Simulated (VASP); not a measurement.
Wanted: the native input for a VASP 6.6.1 run.

```
Task                   : relaxation of shape and atoms at fixed volume
Functional             : PBEsol
Potentials or basis    : VASP PAW PBE potentials, release 64 (Si)
Cutoff                 : 600 eV
k mesh                 : 18 × 18 × 8
Occupations            : methfessel-paxton, width 0.1 eV
Spin                   : no spin polarisation
Further INCAR settings : ALGO = Fast; EDIFF = 1e-07; IBRION = 2; EDIFFG = -0.01; NSW = 40; ISIF = 4
```

The structure of Si lies in POSCAR:

```
Si                                      
1.0
    2.7049973715      0.0000000000      0.0000000000
   -1.3524986858      2.3425964409      0.0000000000
    0.0000000000      0.0000000000      4.5819177396
  Si            
     2
Direct
     0.3333333300000021    0.6666666699999979    0.2500000000000000
     0.6666666699999979    0.3333333300000021    0.7500000000000000
```

This isn't the form of Si at room conditions, which is diamond.

The cell isn't the ideal one: a relaxed cell with its volume scaled by 1.04.

These files were run (other wordings do the same):

INCAR

```
PREC = Accurate
ENCUT = 600
EDIFF = 1E-7
ISMEAR = 1
SIGMA = 0.1
LREAL = F
LASPH = T
NELM = 80
ALGO = Fast
ISIF = 4
LWAVE = F
LCHARG = F
GGA = PS
IBRION = 2
NSW = 40
EDIFFG = -0.01
```

KPOINTS

```
regular mesh
0
Gamma
  18 18 8
```

Potentials or basis: VASP PAW PBE potentials, release 64 (Si).

The run is started by

```sh
$ cat potpaw_PBE.64/Si/POTCAR > POTCAR
$ mpirun -np 1 vasp_std > vasp.out
```

Results of the run:

The pressure after relaxing is -3.5 GPa and the band gap on the k mesh is none (metal or under the smearing width).

Caveat: the relaxation stopped at its first step, so nothing moved; the PAW data sets were made with another functional, which shifts forces and pressure a little.

Wall time 24 s on 1 thread of Intel(R) Xeon(R) Platinum 8488C (Sapphire Rapids), with other jobs on the host, peak memory 0.18 GiB.
